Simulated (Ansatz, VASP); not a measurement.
## ZnS: VASP beside Ansatz

```xyz
2
Lattice="0.0000 2.7216 2.7216 2.7216 0.0000 2.7216 2.7216 2.7216 0.0000" Properties=species:S:1:pos:R:3 pbc="T T T"
Zn    1.3608    1.3608    1.3608
S     0.0000    0.0000    0.0000
```

Alike in both runs: functional PBE; k mesh 8 × 8 × 8; occupations gaussian, width 0.02 eV; no spin polarisation.

Ansatz relaxed the structure, and its values are those at the end. VASP's run is a single point on that final structure, the one shown.

|  | VASP | Ansatz |
| --- | --- | --- |
| version | VASP 6.6.1 | Ansatz 0.2.0 |
| potentials or method | VASP PAW PBE potentials, release 64 (Zn, S) | scalar-relativistic, plane waves, PAW |
| plane-wave cutoff (eV) | 520 | 420 |
| valence electrons in the cell | 18 | 18 |

VASP gave:

```
gap on the k mesh at the Fermi level (eV) : 2.02
least direct gap on the mesh (eV)         : 2.02
pressure (GPa)                            : 0.2
```

Q: What did Ansatz give for the same quantities?

A: gap on the k mesh at the Fermi level (eV): 2.02; least direct gap on the mesh (eV): 2.02; pressure (GPa): 0.0.

As with any semilocal functional, this PBE gap is likely too small.
